Question

Tetragonal PbO is built of flat sheets. A square net of oxygen lies in the middle of each sheet, with lead atoms alternately above and below it, and the axes a and b are equivalent. In the calculation below the a axis is shortened or lengthened by a set strain, while the lengths b and c and the atoms are free to relax.

PbO (P4/nmm, 4 atoms per cell, a = 4.034 Å, c = 4.995 Å) strained along a, with b, c and the atoms relaxed and the cell angles held. Calculated with Ansatz 0.2.0 using plane-wave PAW, scalar-relativistic PBE with D3(BJ) dispersion, no spin polarisation, a 420 eV cutoff, an 8×8×6 k mesh and 0.02 eV Gaussian smearing. Changes are relative to the unstrained crystal.

```
strain (%)  energy change (meV/atom)  volume change (%)  a change (%)  c change (%)  band gap (eV)
        -3                       0.1              -0.10         -3.00          0.01          1.244
        -2                       0.1              -0.06         -2.00          0.00          1.249
        -1                       0.0              -0.01         -1.00         -0.01          1.257
         1                       0.0              -0.02          1.00         -0.07          1.259
         2                       0.0              -0.05          2.00         -0.12          1.253
         3                       0.1              -0.06          3.00         -0.16          1.249
```

Energies are counted from the unstrained crystal. (i) What does the b axis do? (ii) Why does the strain cost so little energy? (iii) Why does the band gap shrink both when a is compressed and when it is stretched?

Model answer

(i) The volume and the c axis change by less than 0.2 % in every row, so b must undo what is done to a. Split the in-plane strain into an area part, A = eₐ + e_b, and a shear part, γ = eₐ − e_b, where eₐ and e_b are the fractional changes of the two axes. With B and G as the stiffnesses against these two parts, c being free, the energy per volume is

U = ½ B A² + ½ G γ²

With eₐ imposed and e_b free, the minimum lies where

B A = G γ, so that e_b = −eₐ (B − G)/(B + G)

If G is much smaller than B, the crystal keeps its area and turns the square base of its cell into a rectangle. For a strain of +3 %, constant area requires b to scale as 1/1.03 = 0.97, a contraction of 2.9 %. The computed lengths give 2.8 %, and no row misses this rule, which has no adjustable constant, by more than about 0.1 percentage points. The small area change that remains at 3 % puts B at some tens of times G, an order of magnitude only.

(ii) The energy is small because the crystal escapes into this soft shear, for which U becomes 2Geₐ². The stress along a divided by the strain is only 2 to 3 GPa, where many oxides would show a hundred or more. The relaxation itself shows what the escape is worth. At strains of ±2 %, before the atoms had relaxed and with b changed by only half a per cent, the cost was about 1 meV per atom. It ended near 0.05 meV per atom for both signs, lower by a factor of ten or more. The table prints this as 0.1 at −2 % and 0.0 at +2 %, a difference made by rounding alone.

The geometry of the sheet suggests why the shear is so cheap. Each oxygen has two lead neighbours along a on one side of the sheet and two along b on the other. When a grows and b shrinks, the bonds along a would lengthen and those along b would shorten. The oxygen can counter both by moving towards the lead atoms that lie along a, and the strained crystal's symmetry permits this.

The movement that would spare the bonds entirely follows from Pythagoras. A Pb–O bond of 2.34 Å spans half the a axis, 4.034/2 = 2.017 Å, and a height h = √(2.34² − 2.017²) = 1.19 Å. A small strain e adds a²e/2 to the square of the bond length, and a shift u of the oxygen removes 2hu. The bond therefore keeps its length if

u = a²e/(4h) = 4.034² × 0.03/(4 × 1.19) = 0.10 Å

for a strain of 3 %. Without the shift these bonds would stretch by about 0.05 Å. The relaxed atomic positions do not match this ideal estimate: at +3 % the oxygen's actual shift leaves the Pb–O bonds only partly spared. The movement can therefore account for only part of the softness.

Nor would sparing the Pb–O bonds be enough to single out the shear, because a change of area could spare them too, by making the sheet thinner or thicker. One thing that sets the shear apart is the distance between neighbouring oxygens. It is half the diagonal of the cell's base, and a diagonal hardly changes when one side grows as the other shrinks. Even with the full shift of the estimate, the O–O distance would change by less than 0.4 % when a is strained by 3 % and b follows, whereas stretching both axes by 3 % would lengthen it by the full 3 %.

(iii) On the k mesh, the highest filled states lie away from the centre of the Brillouin zone, in equivalent pockets along the a and b directions. Shear makes the two directions different, so one pair of pockets rises and the other sinks. The gap is measured from whichever pair is higher, and reversing the strain merely exchanges their roles. The lowest empty states sit at the corner of the zone, which is its own image when a and b are swapped. Symmetry makes them a pair of equal energy there, but the mirror planes and inversion centres responsible for this survive the strain, so the pair does not split.

The calculation shows this exchange. The valence maximum lies along a in the three compressed rows and along b at +1 and +2 %, each time along the shortened axis. A splitting of this kind should lower the gap in proportion to the size of the strain, whatever its sign. A straight line in the size of the strain, fitted to all six gaps, falls by about 6 meV per per cent and has a typical miss of 2 meV. On these six gaps a parabola does almost as well, as the output after this text shows, but the unstrained crystal tells the two apart. On the k mesh its gap is 1.266 eV, and the first per cent of strain, of either sign, already takes away more than half of what 3 % does. A parabola would have taken only a ninth. That points to a kink at zero strain, which is what split pockets give. But the true band edges may lie between the points of the mesh, so both the position of the pockets and the kink would need checking on a finer one.

Remarks on the reasoning

It would be an error to treat compression and stretching as two independent experiments. Since a and b start out equivalent, shortening a by 3 % and lengthening it by 3 % produce nearly the same rectangle, turned by 90°. Their gaps, 1.244 and 1.249 eV, should therefore nearly agree. The match is not exact, because one rectangle is pressed and the other pulled. The in-plane area ends about 0.1 % below that of the unstrained crystal at −3 % and about 0.1 % above it at +3 %. The c axis is longer in the first case than in the second, as expected of a crystal that loses height when it is pulled wider. This may contribute to the 5 meV between the gaps, but the outputs cannot confirm it: the gaps in the table differ from those on the k mesh by up to 6 meV (1.249 against 1.255 eV at +3 %), for a reason they do not show. On the mesh the gap hardly changes between 2 and 3 % of strain, so the shape of the decline there is uncertain. The volume falls by up to 0.1 % for either sign, an effect that the simple model above does not cover.

A good answer also separates a low stiffness from a vanishing one. The geometry gives part of the reason why the shear is far easier than a change of area, but it does not set the value of G. That G comes out so close to zero may mean that the square base of the cell is near a spontaneous distortion into a rectangle; this is a guess. Along the path computed here every strained cell lies above the square one. But each relaxation kept the symmetry it started with, so a distortion that lowers the symmetry further would have been missed. The runs also leave out thermal and zero-point motion, which could matter for so soft a shear.

The best test of understanding is to change the constraint. If b were held fixed while a was strained, as in a film gripped along both axes, the area would have to change and the model gives a stiffness of B + G in place of roughly 4G. The softness would be largely lost. If both axes were stretched together, all the pockets would move alike, and the gap could then rise for one sign of strain and fall for the other.

The gap values themselves need more caution than their trend. PBE generally makes gaps too small, and spin-orbit coupling, left out here, can shift the empty lead states.

Numerical output:

```
Shape and cost:
  row  b change in %  area change in %  energy in meV/atom  stress along a in GPa
   -3          2.979             -0.11               0.125                  0.101
   -2           1.98             -0.06                0.05                 0.0546
   -1           1.01                 0               0.025                0.02334
    1        -0.9406           0.05004               0.025               -0.02205
    2         -1.892           0.07008                0.05               -0.05455
    3         -2.815            0.1002               0.125                -0.1027
Bonds and band edges:
  row  a-bond stretch without O shift in A  O shift that keeps bonds in A  O-O change in %  valence edge shift in meV  conduction edge shift in meV
   -3                             -0.05195                         -0.103           0.2948                      23.31                         6.156
   -2                             -0.03468                       -0.06836           0.1244                      19.84                         4.021
   -1                             -0.01736                       -0.03449          0.03934                      9.737                         0.779
    1                              0.01741                        0.03333          0.06172                      7.771                         0.097
    2                              0.03486                        0.06702           0.1832                      12.32                          0.39
    3                              0.05235                         0.1006           0.3825                      10.59                        -0.742
Largest miss of b from constant area, percentage points: 0.1134
Stress over strain at 1 %, GPa: 2.269
Stress over strain at 3 %, GPa: 3.395
Stiffness from the energy at 3 %, GPa: 2.19
Area stiffness over shear stiffness at 3 %, rough: 56.13
Mean cost of the first steps at 2 %, meV/atom: 1
First-step cost over relaxed cost at 2 %, rough: 20
O-O distance in the parent, A: 2.852
Parent gap on the mesh, eV: 1.266
Mean gap fall from 1 to 3 %, meV: 11.5
fit of band_gap on 6 rows: constant 1.263 +/- 0.0027, coefficient of size -0.00575 +/- 0.0012; rms 0.00202, worst 3 -0.00292, leave-one-out rms 0.00311
fit of band_gap on 6 rows: constant 1.258 +/- 0.002, coefficient of square -0.001383 +/- 0.00035; rms 0.00231, worst -2 0.00376, leave-one-out rms 0.00358
```
